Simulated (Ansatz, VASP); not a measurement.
Two plane-wave programs on PtSe2

```xyz
3
Lattice="3.7240 0.0000 0.0000 -1.8620 3.2251 0.0000 0.0000 0.0000 5.0620" Properties=species:S:1:pos:R:3 pbc="T T T"
Pt    0.0000    0.0000    0.0000
Se    0.0000    2.1501    1.2655
Se    1.8620    1.0750    3.7965
```

Alike in both runs: task single point; functional LDA; k mesh 15 × 15 × 10; occupations gaussian, width 0.15 eV; no spin polarisation.

|  | VASP | Ansatz |
| --- | --- | --- |
| version | VASP 6.6.1 | Ansatz 0.2.0 |
| potentials or method | VASP PAW LDA potentials, release 64 (Pt, Se) | scalar-relativistic, plane waves, PAW |
| plane-wave cutoff (eV) | 520 | 420 |
| valence electrons in the cell | 22 | 50 |

```csv
,VASP,Ansatz,Ansatz less VASP
gap on the k mesh at the Fermi level (eV),none,none,-
pressure (GPa),0.0,-0.5,-0.44
largest component of the traceless stress (GPa),0.87,0.75,-0.118
rms of the force components (eV/Å),0.101,0.077,-0.0238
```

Atom by atom the forces differ by 0.024 eV/Å (rms over components). A gap of «none» marks a metal or a gap that the smearing closes. The two sets of potentials don't hold the same shells in valence.

The runs have no spin-orbit coupling, so splittings on Pt are missing.
